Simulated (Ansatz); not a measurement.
Relaxed-ion elastic tensor of GeO2 (rutile, P4_2/mnm) in GPa (Voigt order), plane-wave PAW r²SCAN (Ansatz code); density 6.22 g/cm³, 9.31 Å³ per atom.

|  | 1 | 2 | 3 | 4 | 5 | 6 |
|---|---|---|---|---|---|---|
| 1 | 328 | 185 | 179 | 0.0 | 0.0 | 0.0 |
| 2 | 185 | 328 | 179 | 0.0 | 0.0 | 0.0 |
| 3 | 179 | 179 | 586 | 0.0 | 0.0 | 0.0 |
| 4 | 0.0 | 0.0 | 0.0 | 158 | 0.0 | 0.0 |
| 5 | 0.0 | 0.0 | 0.0 | 0.0 | 158 | 0.0 |
| 6 | 0.0 | 0.0 | 0.0 | 0.0 | 0.0 | 262 |

### Question
Is the crystal mechanically stable?

### Answer
Yes: the smallest eigenvalue of C is 143 GPa.

### Question
Work out the Voigt, Reuss and Hill averages.

### Answer
K_V = 259, K_R = 244, K_H = 251; G_V = 162, G_R = 135, G_H = 149 GPa.

### Question
Give Young's modulus, Poisson's ratio, Pugh's ratio and the universal anisotropy index.

### Answer
E = 9KG/(3K + G) = 373 GPa; ν = 0.25; K/G = 1.69 (near the Pugh limit of 1.75, no verdict); A_U = 5G_V/G_R + K_V/K_R − 6 = 1.07.

### Question
Estimate the sound speeds and the Debye temperature.

### Answer
v_l = √((K + 4G/3)/ρ) = 8500 m/s, v_t = √(G/ρ) = 4890 m/s, mean 5430 m/s; Θ = (h/k)(3n/4πV)^(1/3) v_m = 768 K.

### Question
Solve the Christoffel equation for the three sound speeds along x, y, z.

### Answer
Eigenvalues of C_ijkl n_j n_l equal ρv². In km/s, slowest first: x 5.04, 6.49, 7.26; y 5.04, 6.49, 7.26; z 5.04, 5.04, 9.70.

### Question
How much does each axis shrink under pressure?

### Answer
Linear compressibilities β_i = Σ_j S_ij (j = 1 to 3): x 1.7, y 1.7, z 0.66 per TPa.

Symmetry was held in the r²SCAN relaxation; phonons on a q-mesh show no instability.

Potentials: the later of the program's two PAW sets.
